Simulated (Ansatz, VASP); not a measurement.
# Ni (monovacancy in Ni): VASP beside Ansatz, part 2 of 2

Aim: how closely do two programs agree when they are given the same cell, functional and k mesh? Of the first pair: The structure shown is the start of the Ansatz relaxation below; VASP solves that cell, so the two are compared at the walk's first step.

VASP 6.6.1 and Ansatz 0.2.0.

So far. Step 3 (VASP: single point, PBE, start cell, pair 1): The run ends at a pressure of -1.83 GPa, with forces up to 0.22 eV/Å.

### 4. Side by side

Known differences besides the potentials themselves: VASP starts from the moments at which Ansatz ended; the data sets hold 558 valence electrons in Ansatz (on its default PAW (the set named soft_2) files) and 310 in VASP; the cutoff is 420 eV in Ansatz and 520 eV in VASP (PREC = Accurate, projectors in real space). Total energies have different zeros and are not compared.

Forces on 10 of the 31 atoms, those with the largest forces and the largest differences (eV/Å; atoms numbered as in POSCAR):

```
atom         Ansatz x, y, z           VASP x, y, z
 Ni2    0.000, 0.025, 0.025    0.000, 0.023, 0.023
 Ni3    0.025, 0.000, 0.025    0.023, 0.000, 0.023
 Ni4    0.025, 0.025, 0.000    0.023, 0.023, 0.000
 Ni8    0.157, 0.157, 0.000    0.157, 0.157, 0.000
Ni11    0.157, 0.000, 0.157    0.157, 0.000, 0.157
Ni15   0.157, 0.000, -0.157   0.157, 0.000, -0.157
Ni16   0.157, -0.157, 0.000   0.157, -0.157, 0.000
Ni22   0.000, 0.157, -0.157   0.000, 0.157, -0.157
Ni24   -0.157, 0.157, 0.000   -0.157, 0.157, 0.000
Ni31  -0.157, -0.157, 0.000  -0.157, -0.157, 0.000
```

The forces differ by 0.8 meV/Å r.m.s., which is 1.0 % of the r.m.s. force of 0.081 eV/Å (both taken over all components). Moments aren't recorded for both runs of this pair, so they may hold unlike magnetic states.

### 5. Ansatz: relaxation, PBE

This run makes the geometry at which the two programs are then compared.

The structure compared here is the end of the Ansatz relaxation.

input.yaml reads:

```yaml
crystal:
  lattice:
    - [7.03498917, 0.0, 0.0]
    - [0.0, 7.03498917, 0.0]
    - [0.0, 0.0, 7.03498917]
  atoms:
    - { symbol: Ni, position: [0.0, 0.0, 0.0], spin: 0.7 }
    - { symbol: Ni, position: [0.0, 0.25, 0.25], spin: 0.7 }
    - { symbol: Ni, position: [0.25, 0.0, 0.25], spin: 0.7 }
    - { symbol: Ni, position: [0.25, 0.25, 0.0], spin: 0.7 }
    - { symbol: Ni, position: [0.0, 0.0, 0.5], spin: 0.7 }
    - { symbol: Ni, position: [0.0, 0.25, 0.75], spin: 0.7 }
    - { symbol: Ni, position: [0.25, 0.0, 0.75], spin: 0.7 }
    - { symbol: Ni, position: [0.25, 0.25, 0.5], spin: 0.7 }
    - { symbol: Ni, position: [0.0, 0.5, 0.0], spin: 0.7 }
    - { symbol: Ni, position: [0.0, 0.75, 0.25], spin: 0.7 }
    - { symbol: Ni, position: [0.25, 0.5, 0.25], spin: 0.7 }
    - { symbol: Ni, position: [0.25, 0.75, 0.0], spin: 0.7 }
    - { symbol: Ni, position: [0.0, 0.5, 0.5], spin: 0.7 }
    - { symbol: Ni, position: [0.0, 0.75, 0.75], spin: 0.7 }
    - { symbol: Ni, position: [0.25, 0.5, 0.75], spin: 0.7 }
    - { symbol: Ni, position: [0.25, 0.75, 0.5], spin: 0.7 }
    - { symbol: Ni, position: [0.5, 0.0, 0.0], spin: 0.7 }
    - { symbol: Ni, position: [0.5, 0.25, 0.25], spin: 0.7 }
    - { symbol: Ni, position: [0.75, 0.0, 0.25], spin: 0.7 }
    - { symbol: Ni, position: [0.75, 0.25, 0.0], spin: 0.7 }
    - { symbol: Ni, position: [0.5, 0.0, 0.5], spin: 0.7 }
    - { symbol: Ni, position: [0.5, 0.25, 0.75], spin: 0.7 }
    - { symbol: Ni, position: [0.75, 0.0, 0.75], spin: 0.7 }
    - { symbol: Ni, position: [0.75, 0.25, 0.5], spin: 0.7 }
    - { symbol: Ni, position: [0.5, 0.5, 0.0], spin: 0.7 }
    - { symbol: Ni, position: [0.5, 0.75, 0.25], spin: 0.7 }
    - { symbol: Ni, position: [0.75, 0.5, 0.25], spin: 0.7 }
    - { symbol: Ni, position: [0.75, 0.75, 0.0], spin: 0.7 }
    - { symbol: Ni, position: [0.5, 0.75, 0.75], spin: 0.7 }
    - { symbol: Ni, position: [0.75, 0.5, 0.75], spin: 0.7 }
    - { symbol: Ni, position: [0.75, 0.75, 0.5], spin: 0.7 }
basis:
  ecutwfc: 420
  xc_grid: 2
hamiltonian:
  xc: pbe
kpoints:
  mp_grid: { grid: [4, 4, 4] }
magnetization:
  spin_polarized: true
scf:
  occupations: { method: methfessel_paxton, width: 0.1 }
  max_iter: 120
relax:
  f_tol: 0.02
  max_steps: 80
  escape_saddle: false
output:
  forces: true
```

Launch:

```bash
$ ansatz run input.yaml --threads 8 --pin off --max-ram 14131MiB --backend cpu --events-out ev --progress --plain --runs-dir out
```

Numbers of over 12 decimals in the logs are rounded to 6 here.

Output:

```text
[...]
Crystal: 31 atoms, lattice volume = 348.169 Å³
Basis set: ecut = 420 eV, 6859 PW (Γ), exchange–correlation on 96×96×96 points (8 copies of the dense FFT grid, shifted against one another)
Bands: 348, of which v1, the nominal top of the filled ones, is band 279 counted from 1 (278 counted from 0)
Symmetry: 48 space group operations
[...]
k-points: 10 of 64
[...]
- { symbol: Ni, position: [-1.6704151627283477e-19, 0, 0.5] }
    - { symbol: Ni, position: [-1.6704151627283482e-19, 0.250628, 0.749372] }
    - { symbol: Ni, position: [0.250628, 0, 0.749372] }
    - { symbol: Ni, position: [0.252632, 0.252632, 0.5] }
[...]
- { symbol: Ni, position: [0.749372, 0.749372, 0] }
    - { symbol: Ni, position: [0.5, 0.747368, 0.747368] }
    - { symbol: Ni, position: [0.747368, 0.5, 0.747368] }
    - { symbol: Ni, position: [0.747368, 0.747368, 0.5] }
[key lines of the parts left out:]
SCF converged after 3 iterations
Magnetization: 19.6775 μB (288.8387 up, 269.1613 down)
Free energy (F): -181029.824515 eV
Fermi energy:    17.467247 eV
```

### 6. VASP: single point, PBE, relaxed cell, pair 2

The same cell, functional, mesh and smearing now go to VASP, with its own data sets.

INCAR reads:

```
SYSTEM = Ni
PREC = Accurate
ENCUT = 520
EDIFF = 1E-06
NELM = 200
ISMEAR = 1
SIGMA = 0.1
LREAL = Auto
ALGO = Normal
GGA = PE
NBANDS = 180
ISPIN = 2
MAGMOM = 0.66 0.64 0.64 0.64 0.71 0.64 0.64 0.71 0.71 0.64 0.71 0.64 0.64 0.64 0.71 0.71 0.71 0.71 0.64 0.64 0.64 0.71 0.64 0.71 0.64 0.71 0.71 0.64 0.71 0.71 0.71
LASPH = .TRUE.
LMAXMIX = 4
LORBIT = 11
LWAVE = .FALSE.
LCHARG = .FALSE.
ISIF = 2
GGA_COMPAT = .FALSE.
KPAR = 4
```

POSCAR reads:

```
Ni
1.0
    7.0349891700      0.0000000000      0.0000000000
    0.0000000000      7.0349891700      0.0000000000
    0.0000000000      0.0000000000      7.0349891700
Ni
31
Direct
    0.0000000000      0.0000000000      0.0000000000
    0.0000000000      0.2506284819      0.2506284819
    0.2506284819      0.0000000000      0.2506284819
    0.2506284819      0.2506284819      0.0000000000
    0.0000000000      0.0000000000      0.5000000000
    0.0000000000      0.2506284819      0.7493715181
    0.2506284819      0.0000000000      0.7493715181
    0.2526318986      0.2526318986      0.5000000000
    0.0000000000      0.5000000000      0.0000000000
    0.0000000000      0.7493715181      0.2506284819
    0.2526318986      0.5000000000      0.2526318986
    0.2506284819      0.7493715181      0.0000000000
    0.0000000000      0.5000000000      0.5000000000
    0.0000000000      0.7493715181      0.7493715181
    0.2526318986      0.5000000000      0.7473681014
    0.2526318986      0.7473681014      0.5000000000
    0.5000000000      0.0000000000      0.0000000000
    0.5000000000      0.2526318986      0.2526318986
    0.7493715181      0.0000000000      0.2506284819
    0.7493715181      0.2506284819      0.0000000000
    0.5000000000      0.0000000000      0.5000000000
    0.5000000000      0.2526318986      0.7473681014
    0.7493715181      0.0000000000      0.7493715181
    0.7473681014      0.2526318986      0.5000000000
    0.5000000000      0.5000000000      0.0000000000
    0.5000000000      0.7473681014      0.2526318986
    0.7473681014      0.5000000000      0.2526318986
    0.7493715181      0.7493715181      0.0000000000
    0.5000000000      0.7473681014      0.7473681014
    0.7473681014      0.5000000000      0.7473681014
    0.7473681014      0.7473681014      0.5000000000
```

KPOINTS reads:

```
Automatic mesh
0
Gamma
4 4 4
0 0 0
```

PAW data sets: Ni (PBE family, release 64).

Launch:

```bash
$ mpirun -np 4 vasp_std
```

Output:

```text
[... set-up lines as in an earlier step ...]
 entering main loop
       N       E                     dE             d eps       ncg     rms          rms(c)
DAV:   1     0.277890943159E+04    0.27789E+04   -0.13115E+05  7200   0.249E+03
DAV:   2     0.134337989952E+03   -0.26446E+04   -0.25854E+04  7200   0.529E+02
DAV:   3    -0.183344895008E+03   -0.31768E+03   -0.27703E+03  7200   0.212E+02
DAV:   4    -0.199049656492E+03   -0.15705E+02   -0.14836E+02  8036   0.493E+01
[...]
DAV:  23    -0.168073774965E+03    0.14677E-05   -0.51239E-06  6472   0.245E-02    0.146E-02
DAV:  24    -0.168073773818E+03    0.11474E-05   -0.28117E-06  5084   0.135E-02    0.150E-02
DAV:  25    -0.168073773595E+03    0.22294E-06   -0.15265E-06  3964   0.145E-02
   1 F= -.16807377E+03 E0= -.16807400E+03  d E =0.664896E-03  mag=    19.2564
```

Parts of OUTCAR (step 6):

```text
  Total       -4.6935098     -4.6935098     -4.6935098     -0.0000000     -0.0000000     -0.0000000
  in kB      -21.5982224    -21.5982224    -21.5982224     -0.0000000     -0.0000000     -0.0000000
  external PRESSURE =     -21.5982224 kB  Pullay stress =       0.0000000 kB

 POSITION                                       TOTAL-FORCE (eV/Angst)
 -----------------------------------------------------------------------------------
      0.00000      0.00000      0.00000        -0.000000     -0.000000      0.000000
      0.00000      1.76317      1.76317        -0.000000      0.002867      0.002867
      1.76317      0.00000      1.76317         0.002867     -0.000000      0.002867
      1.76317      1.76317      0.00000         0.002867      0.002867      0.000000
      0.00000      0.00000      3.51749        -0.000000     -0.000000      0.000000
      0.00000      1.76317      5.27182        -0.000000      0.002867     -0.002867
      1.76317      0.00000      5.27182         0.002867     -0.000000     -0.002867
      1.77726      1.77726      3.51749         0.002023      0.002023      0.000000
      0.00000      3.51749      0.00000        -0.000000     -0.000000      0.000000
      0.00000      5.27182      1.76317        -0.000000     -0.002867      0.002867
      1.77726      3.51749      1.77726         0.002023     -0.000000      0.002023
      1.76317      5.27182      0.00000         0.002867     -0.002867      0.000000
      0.00000      3.51749      3.51749        -0.000000     -0.000000      0.000000
      0.00000      5.27182      5.27182        -0.000000     -0.002867     -0.002867
[...]
-----------------------------------------------------------------------------------
    total drift:                                0.000000      0.000000     -0.000000

  FREE ENERGIE OF THE ION-ELECTRON SYSTEM (eV)
  ---------------------------------------------------
  free  energy   TOTEN  =      -168.0737735948 eV

  energy  without entropy=     -168.0744384910  energy(sigma->0) =     -168.07399523

 magnetization (x)
# of ion       s       p       d       tot
------------------------------------------
    1       -0.005  -0.023   0.646   0.618
    2       -0.007  -0.023   0.637   0.607
    3       -0.007  -0.023   0.637   0.607
    4       -0.007  -0.023   0.637   0.607
    5       -0.007  -0.024   0.697   0.666
    6       -0.007  -0.023   0.637   0.607
    7       -0.007  -0.023   0.637   0.607
    8       -0.006  -0.024   0.694   0.663
    9       -0.007  -0.024   0.697   0.666
   10       -0.007  -0.023   0.637   0.607
   11       -0.006  -0.024   0.694   0.663
   12       -0.007  -0.023   0.637   0.607
   13       -0.006  -0.025   0.626   0.594
[...]
--------------------------------------------------
tot         -0.207  -0.730  20.582  19.645

[... 1 further part left out ...]
```

The run ends at a pressure of -2.16 GPa, with forces up to 0.0041 eV/Å.

### 7. Differences

What differs besides the data sets and the points named for the pairs above, as far as they apply: the data sets hold 558 valence electrons in Ansatz (on its default PAW (the set named soft_2) files) and 310 in VASP; site moments are counted in spheres of each program's own size. Total energies have different zeros and are not compared.

Both answers:

| quantity | Ansatz | VASP | difference |
| --- | --- | --- | --- |
| total moment (μB) | 19.68 | 19.26 | +0.42 |
| moment on Ni5 (μB) | 0.71 | 0.67 | +0.05 |
| moment on Ni9 (μB) | 0.71 | 0.67 | +0.05 |
| moment on Ni17 (μB) | 0.71 | 0.67 | +0.05 |
| moment on Ni11 (μB) | 0.71 | 0.66 | +0.04 |
| moment on Ni16 (μB) | 0.71 | 0.66 | +0.04 |
| moment on Ni15 (μB) | 0.71 | 0.66 | +0.04 |
| moment on Ni18 (μB) | 0.71 | 0.66 | +0.04 |
| moment on Ni8 (μB) | 0.71 | 0.66 | +0.04 |

At this near-relaxed geometry the largest component of a force difference is 4 meV/Å.

### 8. Summary of results

```
r.m.s. force difference (single point, PBE, start cell, pair 1)      : 0.78 meV/Å
difference in total moment (single point, PBE, relaxed cell, pair 2) : 0.42 μB
```

**Reading.** The r.m.s. force difference is 0.78 meV/Å (single point, PBE, start cell, pair 1), within the 12 meV/Å picked in this series as the mark of a large difference. The data sets hold unlike numbers of valence electrons (558 in Ansatz and 310 in VASP), so part of the differences comes from the potentials. How closely two codes agree says nothing of how well the functional describes the real material.

[Lines on the potential files, build, host, timing and source positions are cut from VASP's logs without a mark.]

[Logs are printed without paths, hosts, clocks, repeated set-up lines and the standing remarks that a program may print on its own settings, such as how far it seeks lower states.]

[Hosts, paths, dates, database ids (printed as entryN), source tags and the programs' standing remarks are cut or masked in the printed files.]
